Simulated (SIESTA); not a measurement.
The system is ZnS (Wurtzite-4H).

```
CELL_PARAMETERS angstrom
3.82270 0.00000 0.00000
-1.91135 3.31056 0.00000
0.00000 0.00000 12.52000
ATOMIC_POSITIONS crystal
Zn 0.66667 0.33333 0.75000
Zn 0.33333 0.66667 0.25000
Zn 0.00000 0.00000 0.50000
Zn 0.00000 0.00000 0.00000
S 0.66667 0.33333 0.93750
S 0.33333 0.66667 0.43750
S 0.00000 0.00000 0.68750
S 0.00000 0.00000 0.18750
```

* Program: SIESTA 5.4.2
* Task: relaxation of cell and atoms
* Functional: RPBE
* Potentials or basis: PseudoDojo 0.4 standard (PBE files)
* Basis: DZP (energy shift 0.002 Ry)
* Grid cutoff: 800 Ry
* Energy shift: 0.002 Ry
* k mesh: 6 × 6 × 2
* Occupations: fermi-dirac, width 0.05 eV
* Spin: no spin polarisation

At the start: pressure 5.8 GPa; volume 19.81 Å³/atom.

**Question.** How do energy, volume and symmetry change on relaxing?

**Answer.** Over 11 steps the energy falls by 27.2 meV/atom and the volume is 21.45 Å³/atom (+8.3 %); space group P6_3mc (No. 186, to 0.05 Å).

The path:
```tsv
step	energy change (eV)	largest force (eV/Å)	pressure (GPa)	volume (Å³)
1	0.0000	0.0250	5.80	158.44
2	-0.1497	0.0130	3.03	163.99
3	-0.2146	0.0329	-0.49	173.14
4	-0.2170	0.0285	-0.06	171.79
5	-0.0742	0.7217	0.00	172.24
6	-0.2172	0.0169	-0.07	171.81
7	-0.2174	0.0177	0.00	171.58
8	-0.2169	0.0192	0.13	171.21
9	-0.2174	0.0178	0.01	171.57
10	-0.2171	0.0511	-0.01	171.63
11	-0.2175	0.0032	0.00	171.59
```

Final structure:
```
CELL_PARAMETERS angstrom
3.93251 -0.00019 0.00000
-1.96642 3.40556 0.00000
0.00000 0.00000 12.81287
ATOMIC_POSITIONS crystal
Zn 0.66667 0.33333 0.74979
Zn 0.33333 0.66667 0.24979
Zn 0.00000 0.00000 0.49962
Zn 0.00000 0.00000 0.99962
S 0.66668 0.33332 0.93790
S 0.33332 0.66668 0.43790
S 0.99999 0.00001 0.68762
S 0.00001 0.99999 0.18762
```

Caveat: semicore shells carry a single zeta, which can move pressures by several GPa and volumes by a few percent; the potentials were made for another functional, which shifts forces and pressure; the basis of atomic orbitals isn't converged, which shifts pressures, moduli and gaps.
